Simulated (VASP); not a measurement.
Input of a VASP 6.6.1 run:

The input POSCAR:

```
Sr
1.0
   -2.4416012421      2.4416012421      2.4416012421
    2.4416012421     -2.4416012421      2.4416012421
    2.4416012421      2.4416012421     -2.4416012421
Sr
1
Direct
    0.0000000000      0.0000000000      0.0000000000
```

The input INCAR.step1:

```
ALGO     = Normal         # electronic algorithm
EDIFF    = 1E-4           # SCF threshold, eV
ENCUT    = 520            # plane-wave cutoff, eV
GGA      = PE             # functional
ISMEAR   = -1             # smearing method
LASPH    = True           # aspherical terms in the spheres
LCHARG   = False          # write CHGCAR
LREAL    = False          # projectors in reciprocal space
LWAVE    = True           # write WAVECAR
NBANDS   = 11             # bands
NELM     = 100            # most SCF steps
PREC     = Accurate       # precision mode
SIGMA    = 0.05           # smearing width, eV
```

File INCAR.step2:

```
ALGO     = Normal         # electronic algorithm
EDIFF    = 1E-6           # SCF threshold, eV
ENCUT    = 520            # plane-wave cutoff, eV
ISIF     = 2              # what is computed and relaxed
ISMEAR   = -1             # smearing method
ISTART   = 1            
LASPH    = True           # aspherical terms in the spheres
LCHARG   = False          # write CHGCAR
LMIXTAU  = True         
LREAL    = False          # projectors in reciprocal space
LWAVE    = False          # write WAVECAR
METAGGA  = R2SCAN         # meta-GGA
NBANDS   = 11             # bands
NELM     = 100            # most SCF steps
PREC     = Accurate       # precision mode
SIGMA    = 0.05           # smearing width, eV
```

Contents of KPOINTS:

```
k-points
0
Gamma
  10 10 10
```

Potentials or basis: VASP PAW PBE potentials, release 64 (Sr_sv).

Run with:

```bash
$ cat potpaw_PBE.64/Sr_sv/POTCAR > POTCAR
$ cp INCAR.step1 INCAR
$ mpirun -np 1 vasp_std > vasp.out
$ cp INCAR.step2 INCAR
$ mpirun -np 1 vasp_std > vasp.out
```

What does it give for the pressure?

-0.4 GPa.

What does it give for the band gap on the k mesh?

None (metal or under the smearing width).

Caveat: the PAW data sets were made with another functional, which shifts forces and pressure a little.
